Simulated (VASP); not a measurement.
A run of VASP 6.6.1:

INCAR

```
PREC     = Accurate       # precision mode
ENCUT    = 520            # plane-wave cutoff, eV
EDIFF    = 1E-7           # SCF threshold, eV
ISMEAR   = 0              # smearing method
SIGMA    = 0.1            # smearing width, eV
LREAL    = False          # projectors in reciprocal space
LASPH    = True           # aspherical terms in the spheres
NELM     = 60             # most SCF steps
ALGO     = Normal         # electronic algorithm
ISIF     = 2              # what is computed and relaxed
LWAVE    = False          # write WAVECAR
LCHARG   = False          # write CHGCAR
LDIPOL   = True         
IDIPOL   = 3            
DIPOL    = 0.5 0.5 0.500
GGA      = PE             # functional
IVDW     = 12             # dispersion correction
NBANDS   = 24             # bands
```

The input KPOINTS:

```
Automatic mesh
0
Gamma
  12 12 1
```

Contents of POSCAR:

```
Cu
1.0
    2.5196842005      0.0000000000      0.0000000000
   -1.2598421003      2.1821105272      0.0000000000
    0.0000000000      0.0000000000     18.1146270695
Cu
3
Direct
    0.6666666667      0.3333333333      0.3864280492
    0.3333333333      0.6666666667      0.5002079643
    0.0000000000      0.0000000000      0.6139896978
```

Potentials or basis: VASP PAW PBE potentials, release 64 (Cu).

The run is started by

```sh
$ cat potpaw_PBE.64/Cu/POTCAR > POTCAR
$ mpirun -np 1 vasp_std > vasp.out
```

Hardware: 1 thread of Intel(R) Xeon(R) 6975P-C (Granite Rapids), on a shared host.

Question: How long does it take, and how much memory?

Answer: Wall time 47 s on 1 thread of Intel(R) Xeon(R) 6975P-C (Granite Rapids) (shared host), peak memory 0.24 GiB. Counts: scf iterations 22, k points 19.
